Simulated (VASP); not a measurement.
Input of a VASP 6.6.1 run:

File INCAR:

```
PREC = Accurate ; ENCUT = 600
EDIFF = 1E-6 ; ISMEAR = 1
SIGMA = 0.1 ; LREAL = False
LASPH = True ; NELM = 100
ALGO = Normal ; ISIF = 3
LWAVE = False ; LCHARG = False
METAGGA = R2SCAN ; LMIXTAU = True
IBRION = 2 ; NSW = 40
EDIFFG = -0.005
```

The input KPOINTS:

```
regular mesh
0
Gamma
  11 11 11
```

File POSCAR:

```
Ta
1.0
   -1.6512800000      1.6512800000      1.6512800000
    1.6512800000     -1.6512800000      1.6512800000
    1.6512800000      1.6512800000     -1.6512800000
Ta
1
Direct
    0.0000000000      0.0000000000      0.0000000000
```

Potentials or basis: VASP PAW PBE potentials, release 64 (Ta_pv).

Command:

```console
$ cat potpaw_PBE.64/Ta_pv/POTCAR > POTCAR
$ mpirun -np 1 vasp_std > vasp.out
```

Task: What does it give for the relaxed cell?

Result: a = 2.862 Å, b = 2.862 Å, c = 2.862 Å, α = 109.47°, β = 109.47°, γ = 109.47°.

Task: Estimate the relaxed volume.

Result: 18.05 Å³/atom.

Task: Predict the band gap on the k mesh.

Result: None (metal or under the smearing width).

Task: What does it give for the space group after relaxing (to 0.05 Å)?

Result: Im-3m (No. 229).

Final structure:
```
CELL_PARAMETERS angstrom
-1.65247 1.65247 1.65247
1.65247 -1.65247 1.65247
1.65247 1.65247 -1.65247
ATOMIC_POSITIONS crystal
Ta 0.00000 0.00000 0.00000
```

Caveat: the PAW data sets were made with another functional, which shifts forces and pressure a little. Spin-orbit coupling is left out, which matters for the levels of Ta.
